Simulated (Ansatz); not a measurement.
# MgO (Fm-3m): the host for defect calculations

Aim: the runs on the perfect crystal MgO (Fm-3m) that a defect calculation needs first.

Main program and level: Ansatz 0.2.0; plane-wave PAW DFT, PBEsol; relaxation of the host's cell and atoms; PAW set soft_1, in the first sound run; inputs show where later runs differ.

**Measured values to reproduce.**

“Study on Pyrolysis Characteristics of Phosphate Tailings under H2O Atmosphere” (2024, pmc:11084758) reports for MgO, rocksalt, by powder XRD, Rietveld refinement (phase in multiphase steam-pyrolysed phosphate tailings): lattice constant a 4.21322 ± 5e-05 Å [refined as one phase in multiphase pyrolysed phosphate tailings, not a pure sample].

For MgO, rocksalt (wedged single crystal slab, 295 K), “Infrared Optical Properties of Ferropericlase (Mg1-xFexO): Experiment and Theory” (2007, arxiv:0704.2267) gives, by infrared reflectance, oscillator fit: ε∞ (high-frequency dielectric constant) 2.95 ± 0.1.

Most raw output is cut from this account.

## (1) The structure

It takes space group Fm-3m (No. 225, cubic). Conventional cell: a = 4.194 Å, b = 4.194 Å, c = 4.194 Å, α = 90.00°, β = 90.00°, γ = 90.00°. Nearest to Mg lie 6 O at 2.10 Å. Nearest to O lie 6 Mg at 2.10 Å. Farther neighbours and most contacts between anions are not listed.

## (2) Host cell relaxation

Cell and atoms are relaxed together, until forces and stress fall under their thresholds.

cell/input.yaml

```yaml
crystal:
  lattice:
    - [0.0, 2.0970014, 2.0970014]
    - [2.0970014, 0.0, 2.0970014]
    - [2.0970014, 2.0970014, 0.0]
  atoms:
    - { symbol: Mg, position: [0.0, 0.0, 0.0] }
    - { symbol: O, position: [0.5, 0.5, 0.5] }
basis:
  ecutwfc: 420
  xc_grid: 2
hamiltonian:
  xc: pbesol
  pseudopotentials: { kind: paw, azcp: { folder: soft_1 }, xc_functional: pbe }
kpoints:
  mp_grid: { grid: [11, 11, 11] }
scf:
  occupations: { method: fixed }
  max_iter: 100
relax:
  f_tol: 0.005
  max_steps: 60
  cell: {}
output:
  forces: true
  stress: true
checkpoint:
  write: "../cell.run"
  compress: false
  write_wavefunctions: false
  write_every: 100000
```

Run with:

```sh
$ ansatz run input.yaml --threads 32 --pin off --max-ram 84787MiB --backend cuda --events-out ev --progress --plain --runs-dir out --max-vram 78GiB
```

The job ended after 2.1 s (1 × NVIDIA GB200 with 32 threads of Arm Neoverse V2, shared host; peak memory 0.97 GiB; 7.2 s of CPU time).

The steps of the relaxation:

```
step  energy less that of the first step (eV)  largest force component (eV/Å)  pressure (GPa)  volume (Å³)
   1                                   0.0000                          0.0000            2.42        18.44
   2                                  -0.0011                          0.0000            1.38        18.56
   3                                  -0.0014                          0.0000            0.03        18.71
   4                                  -0.0020                          0.0000            0.10        18.71
   5                                  -0.0020                          0.0000            0.00        18.72
  6*                                  -0.0020                          0.0000            0.00        18.72
```

Relaxation steps marked * repeat the geometry before them on a plane-wave basis chosen anew for their cell, so energy and pressure can jump there. The log counts 2 steps on a newly chosen plane-wave basis, not all of them marked here; energy and pressure can jump at such steps.

Forces are held to the 48 operations that the run works with; a distortion that breaks them can't arise in this run.

```
conventional cell, symmetrised  before  after  change
                         a (Å)   4.194  4.215  +0.5 %
                         b (Å)   4.194  4.215  +0.5 %
                         c (Å)   4.194  4.215  +0.5 %
              volume (Å³/atom)    9.22   9.36  +1.5 %
```

The relaxed structure:

```xyz
2
Lattice="0.0000 2.1074 2.1074 2.1074 0.0000 2.1074 2.1074 2.1074 0.0000" Properties=species:S:1:pos:R:3 pbc="T T T"
Mg    0.0000    0.0000    0.0000
O     2.1074    2.1074    2.1074
```

This step gave:

```yaml
pressure: 0.004259 GPa
```

The relaxation ends with a pressure of 0.00 GPa.

## (3) Dielectric tensors of the host

The response to a uniform electric field gives the electronic dielectric tensor.

This step: plane-wave PAW DFPT, PBEsol; dielectric tensors, Born charges and zone-centre modes of the host; PAW set soft_1 (Ansatz 0.2.0).

eps/input.yaml

```yaml
crystal:
  lattice:
    - [0.0, 2.1074328536, 2.1074328536]
    - [2.1074328536, 0.0, 2.1074328536]
    - [2.1074328536, 2.1074328536, 0.0]
  atoms:
    - { symbol: Mg, position: [0.0, 0.0, 0.0] }
    - { symbol: O, position: [0.5, 0.5, 0.5] }
basis:
  ecutwfc: 420
hamiltonian:
  xc: pbesol
  pseudopotentials: { kind: paw, azcp: { folder: soft_1 }, xc_functional: pbe }
kpoints:
  mp_grid: { grid: [10, 10, 10] }
scf:
  occupations: { method: fixed }
  max_iter: 100
phonons:
  method: dfpt
  dielectric: true
  rigid_motions: translations
```

It took 3.3 s on 1 × NVIDIA GB200 with 32 threads; peak memory 1.2 GiB.

Electronic dielectric tensor:

```
3.24 0.00 0.00
0.00 3.24 0.00
0.00 0.00 3.24
```

Static dielectric tensor:

```
10.37  0.00  0.00
 0.00 10.37  0.00
 0.00  0.00 10.37
```

The electronic dielectric tensor is isotropic, 3.24. The static dielectric tensor is isotropic, 10.37.

## (4) Host on a dense mesh

This step: plane-wave PAW DFT, PBEsol; single point of the defect-free host, a test of the k-point sampling; PAW set soft_1 (Ansatz 0.2.0).

dense/input.yaml

```yaml
crystal:
  lattice:
    - [0.0, 2.1074328536, 2.1074328536]
    - [2.1074328536, 0.0, 2.1074328536]
    - [2.1074328536, 2.1074328536, 0.0]
  atoms:
    - { symbol: Mg, position: [0.0, 0.0, 0.0] }
    - { symbol: O, position: [0.5, 0.5, 0.5] }
basis:
  ecutwfc: 420
  xc_grid: 2
hamiltonian:
  xc: pbesol
  pseudopotentials: { kind: paw, azcp: { folder: soft_1 }, xc_functional: pbe }
kpoints:
  mp_grid: { grid: [11, 11, 11] }
scf:
  occupations: { method: fermi_dirac, width: 0.01 }
  max_iter: 100
  lower_state_search: "off"
checkpoint:
  write: "../dense.run"
  compress: false
  write_wavefunctions: false
  write_every: 100000
```

Elapsed: 0.89 s, on 1 × NVIDIA GB200 with 32 threads; peak memory 0.93 GiB; 1.9 s of CPU time.

## (5) Defect free supercell at the zone centre

The supercell is run at the zone centre, to see how far that sampling misses the dense mesh.

System of this step: MgO (Fm-3m). The cell holds 128 atoms: 64 Mg and 64 O. Cell: a = 11.921 Å, b = 11.921 Å, c = 11.921 Å, α = 60.0°, β = 60.0°, γ = 60.0°.

pristine.sampling_gamma/input.yaml

```yaml
crystal:
  lattice:
    - [0.0, 8.4297314145, 8.4297314145]
    - [8.4297314145, 0.0, 8.4297314145]
    - [8.4297314145, 8.4297314145, 0.0]
  atoms:
    - { symbol: Mg, position: [0.0, 0.0, 0.0] }
    - { symbol: O, position: [0.125, 0.125, 0.125] }
    - { symbol: Mg, position: [0.0, 0.0, 0.25] }
    - { symbol: O, position: [0.125, 0.125, 0.375] }
    - { symbol: Mg, position: [0.0, 0.0, 0.5] }
    - { symbol: O, position: [0.125, 0.125, 0.625] }
    - { symbol: Mg, position: [0.0, 0.0, 0.75] }
    - { symbol: O, position: [0.125, 0.125, 0.875] }
    - { symbol: Mg, position: [0.0, 0.25, 0.0] }
    - { symbol: O, position: [0.125, 0.375, 0.125] }
    - { symbol: Mg, position: [0.0, 0.25, 0.25] }
    - { symbol: O, position: [0.125, 0.375, 0.375] }
    - { symbol: Mg, position: [0.0, 0.25, 0.5] }
    - { symbol: O, position: [0.125, 0.375, 0.625] }
    - { symbol: Mg, position: [0.0, 0.25, 0.75] }
    - { symbol: O, position: [0.125, 0.375, 0.875] }
    - { symbol: Mg, position: [0.0, 0.5, 0.0] }
    - { symbol: O, position: [0.125, 0.625, 0.125] }
    - { symbol: Mg, position: [0.0, 0.5, 0.25] }
    - { symbol: O, position: [0.125, 0.625, 0.375] }
    - { symbol: Mg, position: [0.0, 0.5, 0.5] }
    - { symbol: O, position: [0.125, 0.625, 0.625] }
    - { symbol: Mg, position: [0.0, 0.5, 0.75] }
    - { symbol: O, position: [0.125, 0.625, 0.875] }
    - { symbol: Mg, position: [0.0, 0.75, 0.0] }
    - { symbol: O, position: [0.125, 0.875, 0.125] }
    - { symbol: Mg, position: [0.0, 0.75, 0.25] }
    - { symbol: O, position: [0.125, 0.875, 0.375] }
    - { symbol: Mg, position: [0.0, 0.75, 0.5] }
    - { symbol: O, position: [0.125, 0.875, 0.625] }
[... 92 atom lines left out ...]
    - { symbol: Mg, position: [0.75, 0.75, 0.25] }
    - { symbol: O, position: [0.875, 0.875, 0.375] }
    - { symbol: Mg, position: [0.75, 0.75, 0.5] }
    - { symbol: O, position: [0.875, 0.875, 0.625] }
    - { symbol: Mg, position: [0.75, 0.75, 0.75] }
    - { symbol: O, position: [0.875, 0.875, 0.875] }
basis:
  ecutwfc: 420
  xc_grid: 2
hamiltonian:
  xc: pbesol
  pseudopotentials: { kind: paw, azcp: { folder: soft_1 }, xc_functional: pbe }
kpoints:
  mp_grid: { grid: [1, 1, 1] }
scf:
  occupations: { method: fermi_dirac, width: 0.01 }
  max_iter: 100
  lower_state_search: "off"
checkpoint:
  write: "../pristine.sampling_gamma.run"
  compress: false
  write_wavefunctions: false
  write_every: 100000
```

It took 1.5 s on 1 × NVIDIA GB200 with 32 threads; peak memory 1.2 GiB.

## (6) Outcome

| Property | Result |
| --- | --- |
| primitive cell vectors, lengths | 2.980, 2.980, 2.980 Å |
| electronic dielectric constant | 3.24 |
| static dielectric constant | 10.37 |
| gap on the k-mesh of the response run (PBEsol) | 4.62 eV |
| energy an atom at the zone centre alone less that on the dense mesh | 0.007 eV |

In words: Step 2: The cell grew by 1.5 % in volume. The k-mesh can miss the band edges, so this gap is an upper bound at this level. All at zero temperature.

Comparison with the measured values:

| quantity | measured | PBEsol |
| --- | --- | --- |
| lattice constant a (Å) | 4.21322 | 4.215 (+0.0 %) |
| ε∞ (mean of the tensor) | 2.95 | 3.24 (+10.0 %) |

Measured values from pmc:11084758 (2024) and arxiv:0704.2267 (2007).

**Verdict.** The lattice constant a matches within 0.05 %: good agreement. The ε∞ is off by +10.0 %: fair agreement. The grades are ours: good and fair within 0.7 and 1.5 % for the lattice constant a and 7 and 18 % for the ε∞. For lattice constants the calculation has a static lattice, without zero-point motion or thermal expansion.

[Logs are printed without paths, hosts, clocks, repeated set-up lines and the standing remarks that a program may print on its own settings, such as how far it seeks lower states.]

[Hosts, paths, dates, database ids (printed as entryN), source tags and the programs' standing remarks are cut or masked in the printed files.]

[Runs of the host that timed out are not shown.]

[For some hosts the program warned that the k-mesh of the response run may be too coarse for force constants and the static dielectric constant; such warnings are not always shown.]
